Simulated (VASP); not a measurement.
# InP (F-43m) in VASP: settings compared, part 2 of 2

VASP 6.6.1.

### 5 Relaxation of cell and atoms, LDA

This run uses another cell than the first one, of 24.75 Å³/atom, 0.983 times its volume.

The input, INCAR:

```
  PREC = Accurate
  ENCUT = 600
  EDIFF = 1E-7
  ISMEAR = 0
  SIGMA = 0.03
  LREAL = F
  LASPH = T
  NELM = 80
  ALGO = Normal
  ISIF = 3
  LWAVE = F
  LCHARG = F
  GGA = CA
  IBRION = 2
  NSW = 90
  EDIFFG = -0.005
```

The input, KPOINTS:

```
regular mesh
0
Gamma
  8 8 8
```

The input, POSCAR:

```
InP                                     
1.0
    0.0000000000      2.9142540919      2.9142540919
    2.9142540919      0.0000000000      2.9142540919
    2.9142540919      2.9142540919      0.0000000000
  In              P             
     1     1
Direct
     0.0000000000000000    0.0000000000000000    0.0000000000000000
     0.2500000000000000    0.2500000000000000    0.2500000000000000
```

Potentials or basis: VASP PAW LDA potentials, release 64 (In_d, P).

The run is started by

```console
$ cat potpaw_LDA.64/In_d/POTCAR potpaw_LDA.64/P/POTCAR > POTCAR
$ mpirun -np 1 vasp_std > vasp.out
```

OUTCAR:

```text
PREC = Accurate
   ENCUT = 600
   EDIFF = 1E-7
   ISMEAR = 0
   LREAL = F
   LASPH = T
   NELM = 80
   ISIF = 3
   GGA = CA
   IBRION = 2
   NSW = 90
   EDIFFG = -0.005

 ion  position               nearest neighbor table
   1  0.000  0.000  0.000-   2 2.52   2 2.52   2 2.52   2 2.52
   2  0.250  0.250  0.250-   1 2.52   1 2.52   1 2.52   1 2.52

  LATTYP: Found a face centered cubic cell.
 ALAT       =     5.8285081838

  Lattice vectors:

 A1 = (   0.0000000000,   2.9142540919,   2.9142540919)
 A2 = (   2.9142540919,   0.0000000000,   2.9142540919)
 A3 = (   2.9142540919,   2.9142540919,   0.0000000000)

Analysis of symmetry for initial positions (statically):
=====================================================================
 Subroutine PRICEL returns:
 Original cell was already a primitive cell.

 Routine SETGRP: Setting up the symmetry group for a
 face centered cubic supercell.

 Subroutine GETGRP returns: Found 24 space group operations
 (whereof 24 operations were pure point group operations)
 out of a pool of 48 trial point group operations.

The static configuration has the point symmetry T_d .

Analysis of symmetry for dynamics (positions and initial velocities):
=====================================================================
 Subroutine PRICEL returns:
 Original cell was already a primitive cell.

 Routine SETGRP: Setting up the symmetry group for a
 face centered cubic supercell.

 Subroutine GETGRP returns: Found 24 space group operations
 (whereof 24 operations were pure point group operations)
 out of a pool of 48 trial point group operations.

The dynamic configuration has the point symmetry T_d .

 Subroutine INISYM returns: Found 24 space group operations
 (whereof 24 operations are pure point group operations),
 and found     1 'primitive' translations

----------------------------------------------------------------------------------------

                                     Primitive cell

[... 117 lines left out ...]
   AEXX    =    0.0000 exact exchange contribution
   IVDW    =     0    specifies the selected vdW correction
   LEPSILON=     F    determine dielectric tensor
   LRPA    =     F    only Hartree local field effects (RPA)
 conjugate gradient relaxation of ions
 non-spin polarized calculation
 Gauss-broadening in eV      SIGMA  =   0.03
  energy-cutoff  :      600.00
  volume of cell :       49.50
 maximum number of plane-waves:      1676
 NGX is ok and might be reduce to    36
   NGX = 17   NGY = 17   NGZ = 17

 number of electron      18.0000001 magnetization

 Free energy of the ion-electron system (eV)
  ---------------------------------------------------
  ext. energy  EPLUGINS =         0.00000000
  ---------------------------------------------------
  free energy    TOTEN  =        -9.67228334 eV

  energy without entropy =       -9.67228334  energy(sigma->0) =       -9.67228334

 E-fermi :   5.3155     XC(G=0):  -9.6827

 val. band max:        5.1951585361   @ k =   0.0000   0.0000   0.0000
 cond. band min:       5.7958739467   @ k =   0.0000   0.0000   0.0000
 fundamental gap:      0.6007154106
 Fermi energy:         5.3155047091

 k-point     1 :       0.0000    0.0000    0.0000
  band No.  band energies     occupation
      1      -9.0283      2.00000
      2      -9.0283      2.00000
      3      -9.0283      2.00000
      4      -8.8648      2.00000
      5      -8.8648      2.00000
      6      -6.4663      2.00000
      7       5.1952      2.00000
      8       5.1952      2.00000
      9       5.1952      2.00000
     10       5.7959      0.00000
     11       9.1574      0.00000
     12       9.1574      0.00000
     13       9.1574      0.00000
[... 354 lines left out ...]
  band No.  band energies     occupation
      1      -9.1689      2.00000
      2      -8.9768      2.00000
      3      -8.9548      2.00000
      4      -8.8714      2.00000
      5      -8.8511      2.00000
      6      -4.3234      2.00000
      7      -0.5259      2.00000
      8       2.3836      2.00000
      9       3.4862      2.00000
     10       8.2869      0.00000
     11       9.2277      0.00000
     12      11.0013      0.00000
     13      12.3334      0.00000

 [... further k-points ...]
[... 5 lines left out ...]
  --------------------------------------------------------------------------------------
  -------------------------------------------------------------------------------------
  Total       -0.0069227     -0.0069227     -0.0069227      0.0000000      0.0000000     -0.0000000
  in kB       -0.2240662     -0.2240662     -0.2240662      0.0000000      0.0000000     -0.0000000
  external PRESSURE =      -0.2240662 kB  Pullay stress =       0.0000000 kB

 VOLUME and BASIS-vectors are now :
 -----------------------------------------------------------------------------
  energy-cutoff  :      600.00
  volume of cell :       49.50
      direct lattice vectors                 reciprocal lattice vectors
     0.000000000  2.914254092  2.914254092    -0.171570489  0.171570489  0.171570489
     2.914254092  0.000000000  2.914254092     0.171570489 -0.171570489  0.171570489
     2.914254092  2.914254092  0.000000000     0.171570489  0.171570489 -0.171570489

 POSITION                                       TOTAL-FORCE (eV/Angst)
 -----------------------------------------------------------------------------------
      0.00000      0.00000      0.00000         0.000000      0.000000      0.000000
      1.45713      1.45713      1.45713        -0.000000     -0.000000     -0.000000
 -----------------------------------------------------------------------------------
    total drift:                               -0.000000     -0.000000     -0.000000

  FREE ENERGIE OF THE ION-ELECTRON SYSTEM (eV)
  ---------------------------------------------------
  free  energy   TOTEN  =        -9.6722833383 eV

  energy  without entropy=       -9.6722833383  energy(sigma->0) =       -9.67228334

 reached required accuracy - stopping structural energy minimisation
```

OSZICAR:

```text
N       E                     dE             d eps       ncg     rms          rms(c)
DAV:   1     0.118548051282E+03    0.11855E+03   -0.94379E+03   754   0.175E+03
DAV:   2    -0.146961467251E+01   -0.12002E+03   -0.11656E+03   784   0.348E+02
DAV:   3    -0.987355693538E+01   -0.84039E+01   -0.83385E+01   999   0.948E+01
DAV:   4    -0.101060540057E+02   -0.23250E+00   -0.23230E+00   890   0.170E+01
DAV:   5    -0.101163549219E+02   -0.10301E-01   -0.10300E-01  1113   0.329E+00    0.597E+00
DAV:   6    -0.972033511930E+01    0.39602E+00   -0.71527E-01  1134   0.157E+01    0.360E+00
DAV:   7    -0.967787182874E+01    0.42463E-01   -0.18328E-01  1044   0.386E+00    0.117E+00
DAV:   8    -0.967261381711E+01    0.52580E-02   -0.15370E-02  1034   0.175E+00    0.439E-01
DAV:   9    -0.967227336021E+01    0.34046E-03   -0.16504E-03   972   0.646E-01    0.188E-01
DAV:  10    -0.967228154404E+01   -0.81838E-05   -0.15737E-04   926   0.104E-01    0.118E-01
DAV:  11    -0.967228484644E+01   -0.33024E-05   -0.23271E-05  1114   0.575E-02    0.264E-02
DAV:  12    -0.967228336822E+01    0.14782E-05   -0.78057E-06   909   0.597E-02    0.170E-02
DAV:  13    -0.967228333834E+01    0.29883E-07   -0.37487E-07   819   0.632E-03
   1 F= -.96722833E+01 E0= -.96722833E+01  d E =-.967228E+01
```

CONTCAR:

```text
InP
   1.00000000000000
     0.0000000000000000    2.9142540919000002    2.9142540919000002
     2.9142540919000002    0.0000000000000000    2.9142540919000002
     2.9142540919000002    2.9142540919000002    0.0000000000000000
  In              P
     1     1
Direct
     0.0000000000000000    0.0000000000000000    0.0000000000000000
     0.2500000000000000    0.2500000000000000    0.2500000000000000

  0.00000000E+00  0.00000000E+00  0.00000000E+00
  0.00000000E+00  0.00000000E+00  0.00000000E+00
```

Run time: 9.5 s. Hardware: 1 thread of Intel Xeon 6975P-C (Granite Rapids), shared host; peak memory 0.17 GiB.

Results:

- Free energy: -9.6723 eV
- Pressure after relaxing: 0.0 GPa
- Band gap on the k mesh: 0.60 eV, direct

Final structure:
```
CELL_PARAMETERS angstrom
0.00000 2.91425 2.91425
2.91425 0.00000 2.91425
2.91425 2.91425 0.00000
ATOMIC_POSITIONS crystal
In 0.00000 0.00000 0.00000
P 0.25000 0.25000 0.25000
```

Caveat: the relaxation stopped at its first step, so nothing moved; spin-orbit coupling is left out, which moves the levels of the heavy elements.
